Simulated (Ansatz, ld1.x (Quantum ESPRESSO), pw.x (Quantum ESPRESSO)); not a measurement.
**Hf (Z = 72) (diamond): variants of one ultrasoft potential in the solid**

```json
{
 "Element": "hafnium (Hf)",
 "Generator": "ld1.x (Quantum ESPRESSO) 7.5",
 "Type": "ultrasoft",
 "Functional": "PBE",
 "Relativity": "scalar-relativistic",
 "Frozen core": "[Kr] 4d10 4f14",
 "Valence charge": "12",
 "Reference configuration": "5s2 5p6 5d2 6s2 6p0",
 "Partial waves": "5s (bound): rcut 1.45, rcutus 1.75 bohr; 6s (bound): rcut 1.45, rcutus 1.75 bohr; 5p (bound): rcut 1.95, rcutus 2.70 bohr; 6p (bound, empty): rcut 1.95, rcutus 2.70 bohr; 5d (bound): rcut 2.40, rcutus 2.95 bohr; 5d channel at 1 Ry: rcut 2.40, rcutus 2.95 bohr",
 "Local potential": "all-electron potential smoothed inside 2.80 bohr (lloc = -1)",
 "Core correction": "Bessel-smoothed model core inside 1.35 bohr",
 "Augmentation charge": "PSQ, inside the norm-conserving radii"
}
```

Crystal test: diamond Hf in pw.x 7.5, no spin, 8³ k-points, Fermi–Dirac smearing 0.01 Ry, cutoffs set for each file from its atomic test. The reference is all-electron LAPW (Ansatz 0.2.0) with the same functional, mesh and smearing; V0 and B0 come from Birch–Murnaghan fits to the pressures at five volumes. Errors are pseudo minus all-electron; Δ is the rms difference of the E(V) curves that follow from these fits, minima aligned, over ±6 % about the mean V0. Mesh and smearing are coarse, so the numbers serve the comparison and aren't converged zero-temperature values; the lattice is a test structure that the element need not adopt.

All-electron: a0 = 6.558 Å (V0 = 35.25 Å³/atom), B0 = 29.4 GPa.

Base: The largest radius (2.95 bohr) exceeds half the bond length (2.68 bohr), so the spheres overlap, which is one possible source of error among others. This is a poor potential for the solid. Atomic configuration tests: test run stopped at test 3 of 7 (negative rho).

1 further variants are left out: they gave no file fit for a test, a broken result, the same result as the base, or pressures whose basis-set error rivals the error shown.

A dash in a converged row means that the minimum lies outside the volumes sampled.

| change | cutoffs (Ry) | pw.x | a0 (Å) | a0 error (%) | B0 error (%) | Δ (meV/atom) | mean pressure error (GPa) |
| --- | --- | --- | --- | --- | --- | --- | --- |
| base | 45/360 | converged | – | – | – | – | +3.15 |
| core correction Bessel-smoothed model core inside 0.84 bohr | 45/360 | converged | – | – | – | – | +3.55 |
| wave 5d channel at 1 Ry: rcut 2.40, rcutus 2.95 bohr becomes 5d channel at 0.22 Ry: rcut 2.40, rcutus 2.95 bohr | 45/360 | converged | – | – | – | – | +1.54 |
| local potential all-electron potential smoothed inside 3.40 bohr (lloc = -1) | 45/360 | converged | – | – | – | – | +3.98 |

(1) Give the row for: waves 5d (bound): rcut 1.84, rcutus 1.94 bohr; 5d channel at 1 Ry: rcut 1.84, rcutus 1.94 bohr.

## Answers

(1) pw.x: converged; mean pressure error (GPa): +0.67; a0 (Å): 6.614; a0 error (%): +0.86; B0 error (%): -16.5; Δ (meV/atom): 5.5.
